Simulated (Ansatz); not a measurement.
## From the elastic tensor of ZnS at 15 GPa (stress–strain coefficients) to moduli and sound speeds

Theory: DFT PBEsol, scalar-relativistic, plane waves, PAW in Ansatz 0.2.0. Settings: 420 eV plane-wave cutoff, Γ-centred 10×10×10 mesh, fixed occupations. No spin polarisation.

The structure is cubic, space group F-43m (No. 216). The conventional cell has a = 5.113 Å, b = 5.113 Å, c = 5.113 Å, α = 90.00°, β = 90.00°, γ = 90.00°. Zn (site symmetry -43m) is surrounded by 4 S at 2.21 Å. S (site symmetry -43m) is surrounded by 4 Zn at 2.21 Å.

At this pressure the crystal is close to a known change of phase.

Relaxed-ion constants (GPa, on the Cartesian axes of the calculation):
```
162.5 130.0 130.0   0.0   0.0   0.0
130.0 162.5 130.0   0.0   0.0   0.0
130.0 130.0 162.5   0.0   0.0   0.0
  0.0   0.0   0.0  44.4   0.0   0.0
  0.0   0.0   0.0   0.0  44.4   0.0
  0.0   0.0   0.0   0.0   0.0  44.4
```

Density 4.841 g/cm³; 2 atoms in 33.43 Å³.

The values that follow are for a polycrystal of randomly turned grains, by Hill's mean where one number stands. In a crystal this anisotropic the Voigt and Reuss bounds lie far apart, so Hill's mean and the sound speeds and Debye temperature from it are rough.

```
Bulk modulus, Voigt / Reuss / Hill          : 140.9 / 140.9 / 140.9 GPa
Shear modulus, Voigt / Reuss / Hill         : 33.1 / 26.2 / 29.7 GPa
Young's modulus                             : 83 GPa
Poisson ratio                               : 0.401
Pugh ratio B/G                              : 4.74
Universal anisotropy index                  : 1.32
Longitudinal and transverse sound speeds    : 6105 and 2477 m/s
Debye temperature from the mean sound speed : 327 K
```

Cost: 1 run of about 2.3 core-minutes, on AMD EPYC 7R43 (Zen 3) (shared hosts).

Compressed ZnS resists a change of volume far more strongly than a change of shape. The weak point is the tetragonal shear, governed by half the difference between C11 = 162.5 GPa and C12 = 130.0 GPa, and it is much softer than the shear set by C44 = 44.4 GPa. In a tetrahedral network this distortion mainly bends bond angles, while compression must shorten the Zn–S bonds. The angular forces are weak in so polar a bond, and pressure typically weakens the open framework's resistance to this shear further. The same contrast makes the crystal stiffest in tension along the ⟨111⟩ bond directions and softest along ⟨100⟩.

The constants still satisfy the elastic stability conditions under load, so the lattice withstands any small homogeneous strain. That is compatible with a nearby transition to the rocksalt structure, which is first order and governed by enthalpy, and can therefore precede any elastic instability. The high Pugh ratio reflects the low shear stiffness and doesn't by itself establish ductility, which depends on dislocation motion and fracture.
